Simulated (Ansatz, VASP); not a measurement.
## AgCl (Chlorargyrite): VASP beside Ansatz

```xyz
2
Lattice="0.0000 2.7350 2.7350 2.7350 0.0000 2.7350 2.7350 2.7350 0.0000" Properties=species:S:1:pos:R:3 pbc="T T T"
Ag    0.0000    0.0000    0.0000
Cl    2.7350    2.7350    2.7350
```

Alike in both runs: functional PBEsol; k mesh 8 × 8 × 8; occupations fermi-dirac, width 0.05 eV; no spin polarisation.

|  | VASP | Ansatz |
| --- | --- | --- |
| version | VASP 6.6.1 | Ansatz 0.2.0 |
| potentials or method | VASP PAW PBE potentials, release 64 (Ag, Cl), cutoff 520 eV | all-electron LAPW, scalar-relativistic |
| task | single point | band structure |

Ansatz gave:

```
gap on the k mesh at the Fermi level (eV) : 0.73
least direct gap on the mesh (eV)         : 3.18
pressure (GPa)                            : -0.7
```

Estimate VASP's values.

gap on the k mesh at the Fermi level (eV): 0.72; least direct gap on the mesh (eV): 3.18; pressure (GPa): -0.8.

Ansatz ran all-electron here, so the differences hold the error of VASP's frozen core and of both bases.

Caveats: the PAW data sets were made with another functional, which shifts forces and pressure a little (VASP). A k mesh can miss the band edges.
